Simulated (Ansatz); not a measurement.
Au and the effect of spin-orbit coupling

Space group Im-3m (No. 229). a = 3.315 Å, b = 3.315 Å, c = 3.315 Å, α = 90.00°, β = 90.00°, γ = 90.00°
```
atom  site  symmetry       x       y       z
  Au    2a      m-3m  0.0000  0.0000  0.0000
```

This isn't the form of Au at room conditions, which is fcc.

Kept alike: task band structure; functional r2SCAN; k mesh 11 × 11 × 11; occupations fermi-dirac, width 0.05 eV. Program: Ansatz, Ansatz PAW, cutoff 500 eV. The mesh is that of the run's cell of 1 atom.

| spin-orbit coupling | pressure (GPa) |
| --- | --- |
| off | -4.15 |
| on | -5.67 |

Pressure is positive in compression, with a Pulay correction for the finite cutoff. For a metal such a mesh leaves the last digits unconverged. All rows use potentials made for PBE.

The pressure runs from -5.67 (on) to -4.15 GPa (off).
